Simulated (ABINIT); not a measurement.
Te:

```
Te
1.0
     4.45400    0.00000    0.00000
    -2.22700    3.85728    0.00000
     0.00000    0.00000    5.92400
Te
3
Direct
  0.73100 0.73100 0.00000
  0.00000 0.26900 0.66667
  0.26900 0.00000 0.33333
```

Base run:

* Program: ABINIT 10.8.3 (patched build)
* Functional: PBE
* Potentials or basis: Ansatz NC PBE
* Cutoff: 952 eV
* k mesh: 5 × 5 × 4
* Occupations: fermi-dirac, width 0.05 eV
* Spin: no spin polarisation

Its results: band gap on the k mesh 0.55 eV, indirect (least direct gap 0.77 eV); largest force 0.125 eV/Å.

Q: The run is repeated on the same cell with these changes: functional from PBE to LDA; potentials or basis from Ansatz NC PBE to PseudoDojo NC SR LDA v0.4.1 standard. What comes out?

A: Band gap on the k mesh 0.50 eV, indirect (least direct gap 0.72 eV); largest force 0.080 eV/Å.

Caveats: spin-orbit coupling is left out, which moves the levels of the heavy elements; an odd mesh through Γ misses points on the zone boundary, where band edges often lie.
